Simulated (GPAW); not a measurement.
Set up this calculation in GPAW 26.7.0, as an ASE script.

- Task: relaxation of cell and atoms
- Functional: PBEsol
- Dispersion: D4
- Potentials or basis: PAW data sets generated in the run's folder for this functional
- Cutoff: 600 eV
- Basis: pw
- k mesh: 8 × 8 × 8
- Occupations: fermi-dirac, width 0.05 eV
- Spin: no spin polarisation
- Maxiter: 150
- Optimizer: BFGS
- Fmax: 0.02 eV/Å
- Max steps: 40
- Convergence: density=1e-05 forces=0.0001

GaSb:

```
Sb Ga
1.0
     0.00000    3.05900    3.05900
     3.05900    0.00000    3.05900
     3.05900    3.05900    0.00000
Sb Ga
1 1
Direct
  0.75000 0.75000 0.75000
  0.00000 0.00000 0.00000
```

These files were run (other wordings do the same):

run.py

```python
from ase import Atoms
from ase.calculators.mixing import SumCalculator
from ase.filters import FrechetCellFilter
from ase.io import write
from ase.optimize import BFGS
from dftd4.ase import DFTD4
from gpaw import GPAW, PW, setup_paths

setup_paths.insert(0, '.')

atoms = Atoms(['Sb', 'Ga'],
              cell=[[0.0, 3.059, 3.059],
                    [3.059, 0.0, 3.059],
                    [3.059, 3.059, 0.0]],
              scaled_positions=[[0.75, 0.75, 0.75],
                                [0.0, 0.0, 0.0]],
              pbc=True)

calc = GPAW(mode=PW(600),
            xc='PBEsol',
            kpts={'size': (8, 8, 8), 'gamma': True},
            occupations={'name': 'fermi-dirac', 'width': 0.05},
            nbands=18,
            convergence={'density': 1e-05, 'forces': 0.0001},
            maxiter=150,
            txt='gpaw.txt')
atoms.calc = SumCalculator([calc, DFTD4(method='pbesol')])
opt = BFGS(FrechetCellFilter(atoms), trajectory='relax.traj', logfile='-')
done = opt.run(fmax=0.02, steps=40)
calc.write('gs.gpw')
write('result.traj', atoms)
print('Converged:', done)
print('Cell:', atoms.cell.cellpar().round(4))
print('Volume:', round(atoms.get_volume(), 4))
print(atoms.get_scaled_positions().round(5))
```

Potentials or basis: PAW data sets generated in the run's folder for this functional, pw.

The run is started by

```sh
$ gpaw-setup -f PBEsol Ga Sb
$ OMP_NUM_THREADS=1 python run.py
```

It gave:

```
Relaxed volume                         : 27.83 Å³/atom
Relaxed cell                           : a = 4.286 Å, b = 4.286 Å, c = 4.286 Å, α = 60.00°, β = 60.00°, γ = 60.00°
Space group after relaxing (to 0.05 Å) : F-43m (No. 216)
Energy gained by relaxing              : 3.5 meV/atom
Ionic steps                            : 3
Pressure after relaxing                : 0.1 GPa
Band gap on the k mesh                 : 0.24 eV, direct
Dispersion energy per atom             : -0.252 eV
```

Caveat: later steps reuse the first step's grids; spin-orbit coupling is left out, which moves the levels of the heavy elements.

Wall time 87 s on 1 thread of Arm Neoverse V1, on a shared host, peak memory 0.25 GiB.
